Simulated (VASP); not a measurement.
## MnS: single point with PBE

The system is MnS.

```
Mn S
1.0
     2.89136    2.89136    0.00000
    -2.89136    2.89136    0.00000
     0.00000    0.00000    5.78271
Mn S
2 2
Direct
  0.00000 0.00000 0.00000
  0.50000 0.50000 0.50000
  0.50000 0.00000 0.25000
  0.00000 0.50000 0.75000
```

The cell was built by a generator and needn't be a form met in nature.

```yaml
Program: VASP 6.6.1
Task: single point
Functional: PBE
Potentials_or_basis: VASP PAW PBE potentials, release 64 (Mn_pv, S)
Cutoff: 520 eV
k_mesh: 6 × 6 × 4
Occupations: gaussian, width 0.1 eV
Spin: collinear spin, typed start
Starting_moments: "[5.0, -5.0, 0.0, 0.0] μB"
```

| Item | Value |
| --- | --- |
| Pressure | -6.6 GPa |
| Band gap on the k mesh | 1.66 eV |
| Net moment | 0.00 μB per cell |
| Site moments | Mn +4.24, -4.24; S +0.00 μB |
| Valence electrons inside the program's atomic spheres | Mn 11.31; S 3.71 |

Stress tensor (GPa, compression positive):
```
-6.48  0.00  0.00
 0.00 -6.48  0.00
 0.00  0.00 -6.85
```

Levels at points of the mesh, in eV from the valence-band top:
Spin up:
```
           k point  band 17  band 18  band 19  band 20  band 21  band 22
(0.00, 0.00, 0.00)    -0.60    -0.11    -0.11     1.75     2.07     2.19
(0.50, 0.00, 0.00)    -1.25    -0.84    -0.33     2.01     2.19     2.25
(0.50, 0.50, 0.00)    -1.48    -1.48    -1.07     1.70     1.70     1.79
(0.00, 0.00, 0.50)    -0.72     0.00     0.00     2.01     2.07     2.56
(0.50, 0.00, 0.50)    -1.05    -0.34    -0.15     1.99     2.13     2.25
(0.50, 0.50, 0.50)    -1.70    -1.57    -1.21     1.79     1.79     2.17
```
Spin down:
```
           k point  band 15  band 16  band 17  band 18  band 19  band 20  band 21  band 22  band 23  band 24
(0.00, 0.00, 0.00)    -1.99    -1.83    -0.60    -0.11    -0.11     1.75     2.07     2.19     2.64     3.20
(0.50, 0.00, 0.00)    -1.98    -1.36    -1.25    -0.84    -0.33     2.01     2.19     2.25     2.35     2.80
(0.50, 0.50, 0.00)    -1.84    -1.55    -1.48    -1.48    -1.07     1.70     1.70     1.79     2.15     2.30
(0.00, 0.00, 0.50)    -1.99    -1.88    -0.72     0.00     0.00     2.01     2.07     2.56     2.88     2.88
(0.50, 0.00, 0.50)    -1.98    -1.33    -1.05    -0.34    -0.15     1.99     2.13     2.25     2.68     2.85
(0.50, 0.50, 0.50)    -1.84    -1.70    -1.70    -1.57    -1.21     1.79     1.79     2.17     2.19     2.41
```

Run time: 79 s on 1 thread of Intel(R) Xeon(R) 6975P-C (Granite Rapids) (shared host), peak memory 0.3 GiB.

A k mesh can miss the band edges. Expect the measured gap to be larger: semilocal functionals such as PBE lack the derivative discontinuity.
